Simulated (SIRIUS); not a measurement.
## ZrSe2 under changes of volume

One of the cells (26.300 Å³/atom); the others are scaled copies at fixed shape and fractional positions:

```
Zr Se
1.0
     3.82315    0.00000    0.00000
    -1.91158    3.31095    0.00000
     0.00000    0.00000    6.23301
Zr Se
1 2
Direct
  0.00000 0.00000 0.00000
  0.66667 0.33333 0.75000
  0.33333 0.66667 0.25000
```

| Item | Value |
| --- | --- |
| Program | SIRIUS 7.12.0 |
| Functional | PBEsol |
| Potentials or basis | all-electron FP-LAPW |
| Cutoff | 170 eV |
| Basis | apw+lo standard |
| k mesh | 8 × 8 × 5 |
| Occupations | fermi-dirac, width 0.05 eV |
| Spin | no spin polarisation |

```csv
volume (Å³/atom),energy over the lowest point (meV/atom),gap on the mesh (eV)
24.237,14.32,0.29
24.753,4.09,0.31
25.268,0.00,0.34
26.300,?,?
26.815,18.17,0.40
27.331,32.89,0.42
```

**Question.** What does the run at 26.300 Å³/atom give?

**Answer.** Energy over the lowest point 7.51 meV/atom; gap on the mesh 0.38 eV.

Worked out: A Birch-Murnaghan fit of order 3 (a polynomial in V^(-2/3)) to the other rows has its minimum at 25.40 Å³/atom with B0 = V·E''(V) = 81 GPa and B' = 4.0 at fixed shape and positions, which overstates the stiffness. It gives 7.52 meV/atom at 26.300 Å³/atom, against the run's 7.51. A straight line through the other rows of the gap, of slope 1.09 eV per unit of ln V, gives 0.38 eV, against the run's 0.38.

Energies are extrapolated to zero smearing.

Caveats: an odd mesh through Γ misses points on the zone boundary, where band edges often lie; this functional lacks dispersion, which binds the layers, so the pressure and a relaxed spacing across them are unreliable. Spin-orbit coupling on Se, Zr is left out.
